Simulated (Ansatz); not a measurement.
Relaxing BeS in the rocksalt type

First guess:

```
CELL_PARAMETERS angstrom
0.00000 2.23228 2.23228
2.23228 0.00000 2.23228
2.23228 2.23228 0.00000
ATOMIC_POSITIONS crystal
Be 0.00000 0.00000 0.00000
S 0.50000 0.50000 0.50000
```

These are results of Ansatz 0.2.0, DFT, PBE, PAW with Ansatz's default frozen-core files, scalar-relativistic, not measurements.

Cell and atoms relax within the symmetry of the start on a 13×13×13 k mesh with 0.08 eV Fermi–Dirac smearing.

The start is built from a prototype, known or not as a phase of this compound; the cutoff is 420 eV.

(1) What is the pressure of the first guess?

(2) What does it relax to?

(3) How much energy does the relaxation release?

Answers

(1) 14.38 GPa.

(2) a = 4.629 Å, b = 4.629 Å, c = 4.629 Å, α = 90.00°, β = 90.00°, γ = 90.00° (conventional cell), 12.40 Å³ per atom:
```
CELL_PARAMETERS angstrom
0.00000 2.31446 2.31446
2.31446 0.00000 2.31446
2.31446 2.31446 0.00000
ATOMIC_POSITIONS crystal
Be 0.00000 0.00000 0.00000
S 0.50000 0.50000 0.50000
```

(3) 53 meV/atom.
